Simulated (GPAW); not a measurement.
Au:

```
CELL_PARAMETERS angstrom
0.00000 2.03500 2.03500
2.03500 0.00000 2.03500
2.03500 2.03500 0.00000
ATOMIC_POSITIONS crystal
Au 0.00000 0.00000 0.00000
```

Base run:

| Property | Result |
| --- | --- |
| Program | GPAW 26.7.0 |
| Functional | PBEsol |
| Potentials or basis | PAW data sets generated in the run's folder for this functional |
| Cutoff | 600 eV |
| Basis | pw |
| k mesh | 11 × 11 × 11 |
| Occupations | fermi-dirac, width 0.05 eV |
| Spin | no spin polarisation |

Its results: pressure 4.7 GPa.

After a change of settings the same cell gave: pressure 25.4 GPa. Which change was it?
A. functional from PBEsol to PBEint; spin from no spin polarisation to spin-orbit coupling, no magnetisation
B. functional from PBEsol to PBE; potentials or basis from PAW data sets generated in the run's folder for this functional to JTH PAW 2.0, PBE
C. functional from PBEsol to BLYP
D. functional from PBEsol to PBE

C.

BLYP binds less tightly than PBEsol, so the same cell stands under more pressure.

Caveats: so large a pressure means that the cell lies far from this level's equilibrium, or that cutoff or potentials fall short (some runs).

Not every run made on this cell is shown here.
